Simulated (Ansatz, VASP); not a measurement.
**Two plane-wave programs on AlCo**

```
CELL_PARAMETERS angstrom
2.82259 0.00000 0.00000
0.00000 2.82259 0.00000
0.00000 0.00000 5.64517
ATOMIC_POSITIONS crystal
Al 0.00000 0.00000 0.00000
Al 0.00000 0.00000 0.50000
Co 0.50000 0.50000 0.25000
Co 0.50000 0.50000 0.75000
```

Alike in both runs: task single point; functional PBEsol; k mesh 12 × 12 × 6; occupations gaussian, width 0.15 eV; no spin polarisation.

```csv
,VASP,Ansatz
version,VASP 6.6.1,Ansatz 0.2.0
potentials or method,"VASP PAW PBE potentials, release 64 (Al, Co)","scalar-relativistic, plane waves, PAW"
plane-wave cutoff (eV),520,420
valence electrons in the cell,24,40
```

Ansatz gave:

| Quantity | Value |
| --- | --- |
| gap on the k mesh at the Fermi level (eV) | none |
| pressure (GPa) | 0.1 |

Question: Which values does VASP return?

Answer: gap on the k mesh at the Fermi level (eV): none; pressure (GPa): 0.2.

A gap of «none» marks a metal or a gap that the smearing closes. The two sets of potentials don't hold the same shells in valence.

Caveats: the PAW data sets were made with another functional, which shifts forces and pressure a little (VASP). Spin polarisation is off, so any magnetic state and its effect on volume and gap are missing.
